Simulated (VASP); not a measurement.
**VASP 6.6.1 run: BN**

INCAR

```
NBANDS = 11
ISIF = 2
ISMEAR = -1
SIGMA = 0.02
EDIFF = 1E-7
LCHARG = .FALSE.
LREAL = .TRUE.
GGA = PE
NELM = 96
LWAVE = .FALSE.
NSW = 0
IBRION = -1
PREC = Accurate
LASPH = .TRUE.
ENCUT = 520
```

KPOINTS

```
KPOINTS created by Atomic Simulation Environment
0
Gamma
12 12 12
0 0 0
```

POSCAR

```
B  N
 1.0000000000000000
    -0.0000000000000000    1.7458259349545111    1.7458259349545111
     1.7458259349545111   -0.0000000000000000    1.7458259349545111
     1.7458259349545111    1.7458259349545111   -0.0000000000000000
 B   N
   1   1
Cartesian
 -0.0000000000000000 -0.0000000000000000 -0.0000000000000000
  1.7458259349545109  1.7458259349545109  1.7458259349545109
```

The recommended PBE PAW datasets give the neutral cell 8 valence electrons.

Command

```
mpirun -np 1 vasp_std
```

Task: Predict the outcome of this run.

Result: It converged. Results: gap between bands v and c on the k mesh 1.20 eV; least direct gap on the k mesh 5.85 eV; pressure 5.8 GPa. Band v is the last that the valence electrons fill when counted band by band, and c is the next.

OSZICAR

```
N       E                     dE             d eps       ncg     rms          rms(c)
DAV:   1     0.112788259986E+02    0.11279E+02   -0.50536E+03  1651   0.737E+02
DAV:   2    -0.141125031000E+02   -0.25391E+02   -0.23687E+02  1853   0.153E+02
DAV:   3    -0.147136496297E+02   -0.60115E+00   -0.59894E+00  1872   0.187E+01
DAV:   4    -0.147143568065E+02   -0.70718E-03   -0.70716E-03  1731   0.667E-01
DAV:   5    -0.147143571159E+02   -0.30942E-06   -0.30939E-06  1866   0.150E-02    0.645E+00
DAV:   6    -0.138791113717E+02    0.83525E+00   -0.42022E+00  1722   0.106E+01    0.264E+00
DAV:   7    -0.138858131172E+02   -0.67017E-02   -0.78321E-02  1731   0.239E+00    0.178E+00
DAV:   8    -0.138901424799E+02   -0.43294E-02   -0.72830E-03  1686   0.640E-01    0.367E-01
DAV:   9    -0.138898994055E+02    0.24307E-03   -0.10984E-03  1746   0.175E-01    0.963E-02
DAV:  10    -0.138899067004E+02   -0.72949E-05   -0.42209E-05  1725   0.485E-02    0.463E-03
DAV:  11    -0.138899070088E+02   -0.30842E-06   -0.64550E-07  1794   0.623E-03    0.388E-03
DAV:  12    -0.138899069973E+02    0.11508E-07   -0.35290E-08  1071   0.172E-03
   1 F= -.13889907E+02 E0= -.13889907E+02  d E =-.307497E-13
```

These settings aren't sound, so the numbers aren't properties of the crystal.

On sound settings PBE gives a gap of 1.20 eV on its mesh and a pressure of 3.9 GPa for the intended cell.
